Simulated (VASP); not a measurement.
# Sn: relaxation with set parts of the cell free, by free to move

Sn, P1 (no. 1), 4 atoms in the cell. PBE, constrained relaxation; PAW potentials Sn_d (PBE set).

| Free to move | Volume (Å³/atom) | Pressure in a fresh run at the final cell (GPa) | Pressure printed at the end of the relaxation (GPa) | Ionic steps, all stages | Electronic steps, all stages | Time (s) |
|---|---|---|---|---|---|---|
| atoms | 28.098 | 0.07 | 0.07 | 14 | 80 | 57 |
| atoms, shape and volume | 28.125 | 0.02 | 0.03 | 30 | 184 | 123 |
| atoms and shape at fixed volume | 28.098 | 0.06 | 0.07 | 24 | 151 | 95 |
| atoms and volume | 28.123 | 0.02 | 0.01 | 33 | 173 | 114 |
| atoms and the z components of the lattice | 28.673 | -0.93 | -0.92 | 20 | 113 | 69 |
| atoms and the x and y components of the lattice | 27.658 | 0.80 | 0.80 | 37 | 216 | 133 |
| atoms and the y and z components of the lattice | 28.137 | -0.02 | -0.02 | 24 | 156 | 100 |

Limits: the start was distorted on purpose (random strain, atoms moved at random), so the space group given is the start's and not the crystal's.

## Input of the first row

INCAR.step1:
```
SYSTEM = Sn
  PREC = Accurate
  ENCUT = 350
  EDIFF = 1E-6
  ISMEAR = 1
  SIGMA = 0.1
  LREAL = .False.
  LASPH = .True.
  NELM = 100
  ALGO = Normal
  LWAVE = .False.
  LCHARG = .False.
  IBRION = 2
  NSW = 60
  ISIF = 2
  EDIFFG = -0.01
  POTIM = 0.5
  KPAR = 8
```

INCAR.step3, as INCAR.step1 but for:
```
- IBRION = 2
- NSW = 60
- EDIFFG = -0.01
- POTIM = 0.5
+ NSW = 0
```

KPOINTS:
```
k-points
0
Gamma
  4 4 8
```

POSCAR.step1:
```
Sn
1.0
    5.9006020000     -0.0141580000     -0.0060720000
   -0.0141580000      5.9335180000      0.0302100000
   -0.0033030000      0.0164330000      3.2102650000
Sn
4
Direct
    0.0050720000      0.0018650000     -0.0013230000
   -0.0078790000      0.5025230000      0.2503520000
    0.4981400000      0.4999760000      0.4991700000
    0.5046680000     -0.0043650000      0.7518010000
```

POSCAR.step3:
```
Sn
1.0
    5.9006020000     -0.0141580000     -0.0060720000
   -0.0141580000      5.9335180000      0.0302100000
   -0.0033030000      0.0164330000      3.2102650000
Sn
4
Direct
    0.0035486874      0.0025378510      0.0019098499
    0.9962886286      0.5006501987      0.2475901034
    0.4966612221      0.4990320458      0.5022528181
    0.5035024619      0.9977789045      0.7482472286
```

Commands (each step's output is kept before the next begins):
```
cat potpaw_PBE.64/Sn_d/POTCAR > POTCAR
cp INCAR.step1 INCAR
cp POSCAR.step1 POSCAR
mpirun -np 8 vasp_std > vasp.out
cp CONTCAR POSCAR
mpirun -np 8 vasp_std > vasp.out
cp CONTCAR POSCAR
cp INCAR.step3 INCAR
cp POSCAR.step3 POSCAR
mpirun -np 8 vasp_std > vasp.out
```

Changes of the last row against the first:
```
- ISIF = 2
+ ISIF = 3
+ LATTICE_CONSTRAINTS = .FALSE. .TRUE. .TRUE.
```

VASP 6.6.1 took 57 s on 8 cores (Intel Xeon 6975P-C (Granite Rapids)), a shared host.
